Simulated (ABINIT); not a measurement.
The system is CaO.

```
Ca O
1.0
     0.00000    2.40356    2.40356
     2.40356    0.00000    2.40356
     2.40356    2.40356    0.00000
Ca O
1 1
Direct
  0.00000 0.00000 0.00000
  0.50000 0.50000 0.50000
```

The cell is a database's computed one.

Base run:

| Item | Value |
| --- | --- |
| Program | ABINIT 10.8.3 (patched build) |
| Functional | BP86 |
| Potentials or basis | JTH PAW PBE v2.0 |
| Cutoff | 626 eV |
| k mesh | 10 × 10 × 10 |
| Occupations | fermi-dirac, width 0.05 eV |
| Spin | no spin polarisation |

Its results: band gap on the k mesh 3.67 eV, indirect (least direct gap 4.04 eV); pressure 1.0 GPa.

Q: After a change of settings the same cell gave: band gap on the k mesh 3.76 eV, indirect (least direct gap 4.13 eV); pressure 5.2 GPa. Which change was it?
A. functional from BP86 to LDA; potentials or basis from JTH PAW PBE v2.0 to JTH PAW LDA v2.0
B. functional from BP86 to LDA; potentials or basis from JTH PAW PBE v2.0 to PseudoDojo NC SR LDA v0.4 stringent; cutoff from 626 eV to 1252 eV
C. functional from BP86 to RPBE
D. functional from BP86 to PBE; potentials or basis from JTH PAW PBE v2.0 to SG15 NC PBE v1.2; cutoff from 626 eV to 1143 eV

A: C.

Caveats: the PAW data sets were made with another functional, which shifts forces and pressure a little.

Not every run made on this cell is shown here.
